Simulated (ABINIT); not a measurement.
# TiCo in ABINIT: the effect of starting spin order

Crystal: TiCo.

```xyz
2
Lattice="2.9861 0.0000 0.0000 0.0000 2.9861 0.0000 0.0000 0.0000 2.9861" Properties=species:S:1:pos:R:3 pbc="T T T"
Co    1.4931    1.4931    1.4931
Ti    0.0000    0.0000    0.0000
```

The cell comes from a database or a generator and needn't be the stable form of this composition.

Alike in all runs:

```yaml
Program: ABINIT 10.8.3 (patched build)
Task: single point
Functional: PBE
Potentials_or_basis: JTH PAW PBE v2.0
Cutoff: 707 eV
k_mesh: 9 × 9 × 9
Occupations: fermi-dirac, width 0.05 eV
```

```csv
starting spin order,energy over the lowest run (meV/atom),final net moment (μB),final largest site moment (μB)
non-magnetic,?,?,?
ferromagnetic start,0.0,0.82,0.92
"ferromagnetic start, larger moments",0.0,0.82,0.92
antiferromagnetic start,0.0,0.82,0.92
ferrimagnetic start,0.0,0.82,0.92
random start,0.0,-0.82,0.92
```

Problem. What does the run with starting spin order non-magnetic give?

Solution. Energy over the lowest run 27.4 meV/atom; final net moment 0.00 μB; final largest site moment 0.00 μB.

Caveats: small starting moments can end in a higher magnetic state in this program (some runs); the moment fell far below its start of 5 μB, so a state of higher moment may lie lower in energy (some runs).
